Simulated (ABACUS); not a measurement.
C under changes of volume

One of the cells (5.672 Å³/atom); the others are scaled copies at fixed shape and fractional positions:

```xyz
8
Lattice="2.5221 0.0000 0.0000 -1.2611 2.1842 0.0000 0.0000 0.0000 8.2371" Properties=species:S:1:pos:R:3 pbc="T T T"
C     1.2611    0.7281    6.9501
C     0.0000    1.4561    2.8315
C     1.2611    0.7281    5.4056
C     0.0000    1.4561    1.2870
C     0.0000    0.0000    7.4649
C     0.0000    0.0000    3.3463
C     0.0000    0.0000    4.8908
C     0.0000    0.0000    0.7722
```

This is a hexagonal form of diamond, not graphite.

```yaml
Program: ABACUS 3.10.1
Functional: PBE
Potentials_or_basis: PseudoDojo NC SR 0.4.1 PBE standard
Cutoff: 1116 eV
Density_cutoff: 4463 eV
Basis: plane waves
k_mesh: 12 × 12 × 4
Occupations: fermi-dirac, width 0.05 eV
Spin: no spin polarisation
```

```tsv
volume (Å³/atom)	energy over the lowest point (meV/atom)	pressure (GPa)	gap on the mesh (eV)	largest force (eV/Å)
5.332	36.41	33.0	4.63	0.371
5.445	16.93	21.8	4.58	0.356
5.559	?	?	?	?
5.672	0.00	2.3	4.47	0.329
5.785	1.25	-6.1	4.42	0.316
5.899	8.21	-13.8	4.37	0.304
6.012	20.36	-20.8	4.33	0.293
```

Question: What does the run at 5.559 Å³/atom give?

Answer: Energy over the lowest point 5.02 meV/atom; pressure 11.6 GPa; gap on the mesh 4.52 eV; largest force 0.342 eV/Å.

Worked out: A Birch-Murnaghan fit of order 3 (a polynomial in V^(-2/3)) to the other rows has its minimum at 5.70 Å³/atom with B0 = V·E''(V) = 434 GPa and B' = 3.8 at fixed shape and positions, which overstates the stiffness. It gives 4.97 meV/atom at 5.559 Å³/atom, against the run's 5.02, and -dE/dV = 11.8 GPa, against 11.6. A straight line through the other rows of the gap, of slope -2.54 eV per unit of ln V, gives 4.52 eV, against the run's 4.52.

Energies are extrapolated to zero smearing.

A mesh can miss the band edges.
